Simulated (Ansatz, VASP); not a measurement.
## NiO in VASP and in Ansatz

Contents of INCAR:

```
  ALGO = Normal
  EDIFF = 1E-6
  ENCUT = 520
  GGA = PE
  ISIF = 2
  ISMEAR = 0
  LASPH = T
  LCHARG = F
  LDAU = T
  LDAUJ = 0 0
  LDAUL = 2 -1
  LDAUPRINT = 1
  LDAUTYPE = 2
  LDAUU = 6.2 0
  LMAXMIX = 4
  LREAL = F
  LWAVE = F
  NBANDS = 15
  NELM = 150
  PREC = Accurate
  SIGMA = 0.05
```

Contents of KPOINTS:

```
k-points
0
Gamma
  10 10 10
```

The input POSCAR:

```
NiO
1.0
    0.0000000000      2.1338354365      2.1338354365
    2.1338354365      0.0000000000      2.1338354365
    2.1338354365      2.1338354365      0.0000000000
Ni O
1 1
Direct
    0.0000000000      0.0000000000      0.0000000000
    0.5000000000      0.5000000000      0.5000000000
```

Input for Ansatz:

```yaml
crystal:
  lattice:
    - [0.0, 2.1338354365, 2.1338354365]
    - [2.1338354365, 0.0, 2.1338354365]
    - [2.1338354365, 2.1338354365, 0.0]
  atoms:
    - { symbol: Ni, position: [0.0, 0.0, 0.0] }
    - { symbol: O, position: [0.5, 0.5, 0.5] }
basis:
  ecutwfc: 420
  ecutrho_ratio: 4
kpoints:
  mp_grid: { grid: [10, 10, 10] }
hamiltonian:
  xc: pbe
  hubbard: { sites: [{ species: Ni, l: d, u_eff: 6.2 }] }
scf:
  occupations: { method: gaussian, width: 0.05 }
output:
  forces: true
  stress: true
  eigenvalues: true
  populations: true
  hubbard: { sites: [{ species: Ni, l: d }] }
```

Alike in both runs: task single point; functional PBE; k mesh 10 × 10 × 10; occupations gaussian, width 0.05 eV; no spin polarisation; Hubbard terms Ni d U = 6.2 eV.

|  | VASP | Ansatz |
| --- | --- | --- |
| version | VASP 6.6.1 | Ansatz 0.2.0 |
| potentials or method | VASP PAW PBE potentials, release 64 (Ni, O) | scalar-relativistic, plane waves, PAW |
| plane-wave cutoff (eV) | 520 | 420 |
| valence electrons in the cell | 16 | 24 |

Ansatz gave:

* gap on the k mesh at the Fermi level (eV): none
* pressure (GPa): -12.6

Question: Estimate VASP's values.

Answer: gap on the k mesh at the Fermi level (eV): none; pressure (GPa): -20.1.

The programs project onto different local orbitals, so the same U acts differently. A gap of «none» marks a metal or a gap that the smearing closes. The two sets of potentials don't hold the same shells in valence. Ansatz warned: «filled_band_counts_differ_across_k_points».

Caveats: the run has no spin polarisation, though such a crystal can be magnetic; U without spin polarisation on a metal has little footing. Spin polarisation is off, so any magnetic state and its effect on volume and gap are missing.
